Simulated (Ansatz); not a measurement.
**WSe$_{2}$: energy from the work of forces and stress**

```xyz
6
Lattice="3.3179 0.0000 0.0000 -1.6589 2.8733 0.0000 0.0000 0.0000 24.0685" Properties=species:S:1:pos:R:3 pbc="T T T"
W     1.6589    0.9578    3.4066
W     0.0000    1.9156   20.6619
Se    0.0000    1.9156    5.0687
Se    1.6589    0.9578   22.3250
Se    0.0000    1.9156    1.7435
Se    1.6589    0.9578   18.9998
```

These are results of Ansatz, DFT PBE, scalar-relativistic, plane waves, PAW, not measurements.

Settings: cutoff 420 eV, Γ-centred mesh 9×9×2 on the computed 6-atom cell, Gaussian smearing of 0.02 eV; no spin polarisation.

At the start the stress (GPa, compression positive, xx yy zz yz xz xy) is 0.63 0.63 1.50 0.00 0.00 0.00 and the forces (eV/Å) are W1 (0.00, 0.00, 0.01); W2 (0.00, 0.00, -0.01); Se3 (0.00, 0.00, 0.29); Se4 (0.00, 0.00, 0.25); Se5 (0.00, 0.00, -0.25); Se6 (0.00, 0.00, -0.29). Each variant moves atoms by u and then strains the cell by ε, so an atom ends at (r + u)(1 + ε); shears are tensor components, each standing twice in ε. The starting volume is 229.45 Å³.

Variant 1: no strain, moves (Å) W1 (-0.041, 0.013, -0.012). There the stress is 0.71 0.58 1.56 -0.01 0.02 -0.21 GPa and the forces (eV/Å) are W1 (0.77, -0.25, 0.36); W2 (0.00, 0.00, -0.01); Se3 (-0.38, 0.12, 0.14); Se4 (0.00, 0.00, 0.25); Se5 (-0.39, 0.13, -0.45); Se6 (0.00, 0.00, -0.29).

Variant 2: strain (xx yy zz yz xz xy, %) 4.85 4.44 3.77 0.26 -0.24 1.00, moves (Å) W1 (0.007, -0.013, 0.002); W2 (-0.007, 0.013, -0.002); Se3 (0.043, -0.004, 0.022); Se4 (-0.005, 0.008, 0.003); Se5 (0.005, -0.008, -0.003); Se6 (-0.043, 0.004, -0.022). There the stress is -6.52 -6.26 -6.72 -0.24 -0.25 -0.60 GPa and the forces (eV/Å) are W1 (0.25, 0.09, 0.15); W2 (-0.25, -0.09, -0.15); Se3 (-0.18, -0.10, -1.66); Se4 (0.06, -0.01, -1.52); Se5 (-0.06, 0.01, 1.52); Se6 (0.18, 0.10, 1.66).

Variant 3: strain (xx yy zz yz xz xy, %) 3.63 3.96 3.08 -0.33 -0.50 -0.03, moves (Å) W1 (-0.157, 0.098, -0.210); W2 (0.092, -0.053, 0.036); Se3 (0.015, -0.096, 0.114); Se4 (0.030, 0.055, 0.041); Se5 (0.051, -0.035, -0.062); Se6 (-0.032, 0.031, 0.081). There the stress is -3.68 -4.91 -4.30 -0.60 1.41 -0.88 GPa and the forces (eV/Å) are W1 (2.67, -1.91, 4.59); W2 (-1.43, 1.41, 0.64); Se3 (-0.40, 0.52, -3.26); Se4 (0.54, -0.66, -1.06); Se5 (-2.25, 1.39, -1.29); Se6 (0.88, -0.75, 0.38).

Variant 4: strain (xx yy zz yz xz xy, %) 1.03 6.10 -2.59 -6.00 0.00 0.00, moves (Å) W1 (0.031, 0.098, -0.051); W2 (0.031, -0.098, 0.051); Se3 (0.040, -0.042, 0.073); Se4 (-0.071, -0.051, -0.195); Se5 (-0.071, 0.051, 0.195); Se6 (0.040, 0.042, -0.073). There the stress is 1.75 2.48 8.19 5.42 0.00 0.00 GPa and the forces (eV/Å) are W1 (-1.00, -0.43, 4.00); W2 (-1.00, 0.43, -4.00); Se3 (-0.13, 1.52, 0.25); Se4 (1.13, 1.09, 4.24); Se5 (1.13, -1.09, -4.24); Se6 (-0.13, -1.52, -0.25).

Q: Estimate each change of free energy from forces and stresses by the trapezoid rule along the path (r + tu)(1 + tε), t from 0 to 1, and compare with the computed change.

A: The derivative of the energy along the path is −F·u(1 + tε) for the atoms and −V σ(1 + tε)⁻¹ : ε for the cell, with F, σ and V taken at t (σ positive in compression; 1 eV/Å³ = 160.2 GPa). Averaging t = 0 and t = 1 gives, in meV per atom:
```tsv
variant	work on atoms	work on cell	sum	computed
1	3.3	0.0	3.3	3.3
2	7.2	97.7	104.9	116.4
3	199.4	48.9	248.3	291.3
4	217.3	89.6	306.9	368.6
```

The rule is exact for a quadratic energy surface and overshoots a term ct³ by c/2, so the difference between the last two columns measures the net anharmonic part along the path (terms of opposite sign can cancel, and the finite basis adds a little): 0 to 17 % here. The largest difference belongs to a path far outside the harmonic range.

Spin–orbit coupling is left out, which can shift energies with elements as heavy as these. Each cell of WSe2 holds layers, and where no dispersion correction was added their binding is poorly described.

This form isn't the usual stable structure of the compound.